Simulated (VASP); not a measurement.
# CdTe (gwk) (F-43m) in VASP: single point with PBE

Aim: the single point of CdTe (gwk) with PBE.

All numbers are computed with VASP 6.6.1; they aren't measurements. Logs are shortened: lines on timing, memory, paths and dates and some standing lists are left out, and cuts for length are marked.

**Experimental background.**

A printed reference work, data compilation reports, for a bulk crystal of CdTe at 0 K: band gap 1.607 eV.

The results are compared with them further down.

### Step 1. The cell of the first run

It takes space group F-43m (No. 216, cubic). The conventional cell has a = 6.619 Å, b = 6.619 Å, c = 6.619 Å, α = 90.00°, β = 90.00°, γ = 90.00°. Cd (site symmetry -43m) has 4 Te at 2.87 Å within 3.8 Å. Te (site symmetry -43m) has 4 Cd at 2.87 Å within 3.8 Å.

### Step 2. Single point, PBE

Contents of INCAR:

```
SYSTEM = CdTe
  PREC = Accurate
  ENCUT = 500
  EDIFF = 1E-6
  ISMEAR = 0
  SIGMA = 0.01
  LREAL = .FALSE.
  LASPH = .TRUE.
  NELM = 120
  ALGO = Normal
  ISIF = 2
  LWAVE = .FALSE.
  LCHARG = .TRUE.
  GGA = PE
  LELF = .TRUE.
  LVHAR = .TRUE.
  NBANDS = 16
  GGA_COMPAT = .FALSE.
```

Contents of KPOINTS:

```
Automatic mesh
0
G
  6 6 6
  0 0 0
```

Contents of POSCAR:

```
CdTe
1.0
    0.0000000000      3.3095031359      3.3095031359
    3.3095031359      0.0000000000      3.3095031359
    3.3095031359      3.3095031359      0.0000000000
Cd Te
1 1
Direct
    0.0000000000      0.0000000000      0.0000000000
    0.2500000000      0.2500000000      0.2500000000
```

Potentials or basis: VASP PAW PBE potentials, release 64 (Cd, Te).

The run is started by

```
cat potpaw_PBE.64/Cd/POTCAR potpaw_PBE.64/Te/POTCAR > POTCAR
mpirun -np 1 vasp_std > vasp.out
```

OUTCAR:

```text
SYSTEM = CdTe
   PREC = Accurate
   ENCUT = 500
   EDIFF = 1E-6
   ISMEAR = 0
   LREAL = .FALSE.
   LASPH = .TRUE.
   NELM = 120
   ISIF = 2
   GGA = PE

 ion  position               nearest neighbor table
   1  0.000  0.000  0.000-   2 2.87   2 2.87   2 2.87   2 2.87
   2  0.250  0.250  0.250-   1 2.87   1 2.87   1 2.87   1 2.87

  LATTYP: Found a face centered cubic cell.
 ALAT       =     6.6190062718

  Lattice vectors:

 A1 = (   0.0000000000,   3.3095031359,   3.3095031359)
 A2 = (   3.3095031359,   0.0000000000,   3.3095031359)
 A3 = (   3.3095031359,   3.3095031359,   0.0000000000)

Analysis of symmetry for initial positions (statically):
=====================================================================
 Subroutine PRICEL returns:
 Original cell was already a primitive cell.

 Routine SETGRP: Setting up the symmetry group for a
 face centered cubic supercell.

 Subroutine GETGRP returns: Found 24 space group operations
 (whereof 24 operations were pure point group operations)
 out of a pool of 48 trial point group operations.

The static configuration has the point symmetry T_d .

Analysis of symmetry for dynamics (positions and initial velocities):
=====================================================================
 Subroutine PRICEL returns:
 Original cell was already a primitive cell.

 Routine SETGRP: Setting up the symmetry group for a
 face centered cubic supercell.

 Subroutine GETGRP returns: Found 24 space group operations
 (whereof 24 operations were pure point group operations)
 out of a pool of 48 trial point group operations.

The dynamic configuration has the point symmetry T_d .

 Subroutine INISYM returns: Found 24 space group operations
 (whereof 24 operations are pure point group operations),
 and found     1 'primitive' translations

----------------------------------------------------------------------------------------

                                     Primitive cell

  volume of cell :      72.4967

  direct lattice vectors                    reciprocal lattice vectors
     0.000000000  3.309503136  3.309503136    -0.151080080  0.151080080  0.151080080
     3.309503136  0.000000000  3.309503136     0.151080080 -0.151080080  0.151080080
     3.309503136  3.309503136  0.000000000     0.151080080  0.151080080 -0.151080080

  length of vectors
     4.680344220  4.680344220  4.680344220     0.261678375  0.261678375  0.261678375

  position of ions in fractional coordinates (direct lattice)
     0.000000000  0.000000000  0.000000000
     0.250000000  0.250000000  0.250000000

  ion indices of the primitive-cell ions
   primitive index   ion index
                 1           1
                 2           2

----------------------------------------------------------------------------------------

 KPOINTS: Automatic mesh

Automatic generation of k-mesh.
 Grid dimensions read from file:
 generate k-points for:    6    6    6

 Generating k-lattice:

  Cartesian coordinates                     Fractional coordinates (reciprocal lattice)
    -0.025180013  0.025180013  0.025180013     0.166666667  0.000000000  0.000000000
     0.025180013 -0.025180013  0.025180013     0.000000000  0.166666667  0.000000000
     0.025180013  0.025180013 -0.025180013     0.000000000  0.000000000  0.166666667

  Length of vectors
     0.043613063  0.043613063  0.043613063

  Shift w.r.t. Gamma in fractional coordinates (k-lattice)
     0.000000000  0.000000000  0.000000000

 Subroutine IBZKPT returns following result:
 ===========================================

 Found     16 irreducible k-points:

 Following reciprocal coordinates:
            Coordinates               Weight
  0.000000  0.000000  0.000000      1.000000
  0.166667  0.000000  0.000000      8.000000
  0.333333  0.000000  0.000000      8.000000
  0.500000  0.000000  0.000000      4.000000
  0.166667  0.166667  0.000000      6.000000
  0.333333  0.166667  0.000000     24.000000
[... 8 lines left out ...]
 -0.333333  0.333333  0.166667     24.000000
 -0.333333  0.500000  0.166667     12.000000
   k-points           NKPTS =     16   k-points in BZ     NKDIM =     16   number of bands    NBANDS=     16
   number of dos      NEDOS =    301   number of ions     NIONS =      2
   total plane-waves  NPLWV =  46656
   dimension x,y,z NGX =    36 NGY =   36 NGZ =   36
   dimension x,y,z NGXF=    72 NGYF=   72 NGZF=   72
   ions per type =               1   1
   NGX,Y,Z   is equivalent  to a cutoff of  12.79, 12.79, 12.79 a.u.
   NGXF,Y,Z  is equivalent  to a cutoff of  25.57, 25.57, 25.57 a.u.
 SYSTEM =  CdTe
   PREC   = accura    normal or accurate (medium, high low for compatibility)
   ISTART =      0    job   : 0-new  1-cont  2-samecut
   ICHARG =      2    charge: 1-file 2-atom 10-const
   ISPIN  =      1    spin polarized calculation?
   LNONCOLLINEAR =      F non collinear calculations
   LSORBIT =      F    spin-orbit coupling
   LASPH  =      T    aspherical Exc in radial PAW
   ENCUT  =  500.0 eV  36.75 Ry    6.06 a.u.   8.53  8.53  8.53*2*pi/ulx,y,z
   NELM   =    120;   NELMIN=  2; NELMDL= -5     # of ELM steps
   EDIFF  = 0.1E-05   stopping-criterion for ELM
   LREAL  =      F    real-space projection
   EDIFFG = 0.1E-04   stopping-criterion for IOM
   NSW    =      0    number of steps for IOM
   IBRION =     -1    ionic relax: 0-MD 1-quasi-New 2-CG
   NFREE  =      0    steps in history (QN), initial steepest desc. (CG)
   ISIF   =      2    stress and relaxation
   ISYM   =      2    0-nonsym 1-usesym 2-fastsym
   POTIM  = 0.5000    time-step for ionic-motion
   TEBEG  =    0.0;   TEEND  =   0.0 temperature during run
   PSTRESS=    0.0 pullay stress
   NELECT =      18.0000    total number of electrons
   NUPDOWN=      -1.0000    fix difference up-down
   EMIN   =  10.00;   EMAX   =-10.00  energy-range for DOS
   EFERMI =   0.00;   METHOD = LEGACY
   ISMEAR =     0;   SIGMA  =   0.01  broadening in eV -4-tet -1-fermi 0-gaus
   EFERMI_NEDOS =   21; number of points for ismear=-14 and -15
   IALGO  =     38    algorithm
   IMIX   =      4    mixing-type and parameters
     AMIX     =   0.40;   BMIX     =  1.00
     AMIX_MAG =   1.60;   BMIX_MAG =  1.00
  volume/ion in A,a.u.               =      36.25       244.62
  Fermi-wavevector in a.u.,A,eV,Ry     =   1.028947  1.944427 14.404913  1.058731
  Thomas-Fermi vector in A             =   2.162969
   LORBIT       =      0    0 simple, 1 ext, 2 COOP (PROOUT), +10 PAW based schemes
   GGA     = PE    functional components
   LHFCALC =     F    Hartree Fock is set to
   AEXX    =    0.0000 exact exchange contribution
   IVDW    =     0    specifies the selected vdW correction
   LEPSILON=     F    determine dielectric tensor
   LRPA    =     F    only Hartree local field effects (RPA)
 non-spin polarized calculation
 Gauss-broadening in eV      SIGMA  =   0.01
  energy-cutoff  :      500.00
  volume of cell :       72.50
 maximum number of plane-waves:      1868
 NGX is ok and might be reduce to    36
   NGX = 17   NGY = 17   NGZ = 17

 number of electron      18.0000006 magnetization

 Free energy of the ion-electron system (eV)
  ---------------------------------------------------
  ext. energy  EPLUGINS =         0.00000000
  ---------------------------------------------------
  free energy    TOTEN  =        -4.80705338 eV

  energy without entropy =       -4.80705338  energy(sigma->0) =       -4.80705338

 E-fermi :   1.8969     XC(G=0):  -8.3060

 val. band max:        1.7972306355   @ k =   0.0000   0.0000   0.0000
 cond. band min:       2.3771336516   @ k =   0.0000   0.0000   0.0000
 fundamental gap:      0.5799030162
 Fermi energy:         1.8969010053

 k-point     1 :       0.0000    0.0000    0.0000
  band No.  band energies     occupation
      1      -9.0342      2.00000
      2      -6.2954      2.00000
      3      -6.2954      2.00000
      4      -6.2954      2.00000
      5      -6.0792      2.00000
      6      -6.0792      2.00000
[... 8 lines left out ...]
     15      11.0415      0.00000
     16      11.0415      0.00000

 k-point     2 :       0.1667    0.0000    0.0000
  band No.  band energies     occupation
      1      -8.9485      2.00000
      2      -6.2800      2.00000
      3      -6.2800      2.00000
      4      -6.2183      2.00000
      5      -6.0800      2.00000
      6      -6.0800      2.00000
[... 8 lines left out ...]
     15      10.2361      0.00000
     16      10.2361      0.00000

 k-point     3 :       0.3333    0.0000    0.0000
  band No.  band energies     occupation
      1      -8.7781      2.00000
      2      -6.2533      2.00000
      3      -6.2533      2.00000
      4      -6.0766      2.00000
      5      -6.0766      2.00000
      6      -5.9753      2.00000
[... 8 lines left out ...]
     15      10.6033      0.00000
     16      10.6033      0.00000

 k-point     4 :       0.5000    0.0000    0.0000
  band No.  band energies     occupation
      1      -8.6948      2.00000
      2      -6.2429      2.00000
      3      -6.2429      2.00000
      4      -6.0716      2.00000
      5      -6.0716      2.00000
      6      -5.7750      2.00000
[... 8 lines left out ...]
     15      11.9488      0.00000
     16      11.9488      0.00000
[... 172 lines left out ...]
 k-point    14 :       0.5000    0.3333    0.1667
  band No.  band energies     occupation
      1      -8.6704      2.00000
      2      -6.2165      2.00000
      3      -6.2092      2.00000
      4      -6.1106      2.00000
      5      -6.0682      2.00000
      6      -5.7961      2.00000
[... 8 lines left out ...]
     15      11.8688      0.00000
     16      12.9316      0.00000

 k-point    15 :      -0.3333    0.3333    0.1667
  band No.  band energies     occupation
      1      -8.6181      2.00000
      2      -6.2096      2.00000
      3      -6.1974      2.00000
      4      -6.0983      2.00000
      5      -6.0757      2.00000
      6      -5.6468      2.00000
[... 8 lines left out ...]
     15      12.0897      0.00000
     16      12.7337      0.00000

 k-point    16 :      -0.3333    0.5000    0.1667
  band No.  band energies     occupation
      1      -8.5924      2.00000
      2      -6.1872      2.00000
      3      -6.1841      2.00000
      4      -6.1171      2.00000
      5      -6.0677      2.00000
      6      -5.6076      2.00000
[... 8 lines left out ...]
     15      12.6043      0.00000
     16      12.9436      0.00000

------------------------ aborting loop because EDIFF is reached ----------------------------------------

  FORCE on cell =-STRESS in cart. coord.  units (eV):
  Direction    XX          YY          ZZ          XY          YZ          ZX
  --------------------------------------------------------------------------------------
  -------------------------------------------------------------------------------------
  Total        0.0513060      0.0513060      0.0513060      0.0000000      0.0000000      0.0000000
  in kB        1.1338632      1.1338632      1.1338632      0.0000000      0.0000000      0.0000000
  external PRESSURE =       1.1338632 kB  Pullay stress =       0.0000000 kB

 VOLUME and BASIS-vectors are now :
 -----------------------------------------------------------------------------
  energy-cutoff  :      500.00
  volume of cell :       72.50
      direct lattice vectors                 reciprocal lattice vectors
     0.000000000  3.309503136  3.309503136    -0.151080080  0.151080080  0.151080080
     3.309503136  0.000000000  3.309503136     0.151080080 -0.151080080  0.151080080
     3.309503136  3.309503136  0.000000000     0.151080080  0.151080080 -0.151080080

 POSITION                                       TOTAL-FORCE (eV/Angst)
 -----------------------------------------------------------------------------------
      0.00000      0.00000      0.00000        -0.000000     -0.000000     -0.000000
      1.65475      1.65475      1.65475         0.000000      0.000000      0.000000
 -----------------------------------------------------------------------------------
    total drift:                               -0.000000     -0.000000     -0.000000

  FREE ENERGIE OF THE ION-ELECTRON SYSTEM (eV)
  ---------------------------------------------------
  free  energy   TOTEN  =        -4.8070533770 eV

  energy  without entropy=       -4.8070533770  energy(sigma->0) =       -4.80705338
```

It took 22 s on 1 thread of AMD EPYC 9R45 (Zen 5), shared host; peak memory 0.17 GiB.

What came out:

- Free energy: -4.8071 eV
- Pressure: 0.1 GPa
- Band gap on the k mesh: 0.58 eV, direct

Caveat: spin-orbit coupling is left out, which moves the levels of the heavy elements.

### Step 3. Against experiment

Step 2. Against the measured gap of CdTe, 1.607 eV (0 K; a printed reference work, data compilation), the calculated 0.58 eV is off by -1.03 eV. So large a miss can be the level of theory's own, or it may mean another phase, state or a wrong row. Spin-orbit coupling on Cd, Te is left out. The value is that of PBE, without temperature or zero-point motion. Semilocal functionals fall short of measured gaps as a rule.
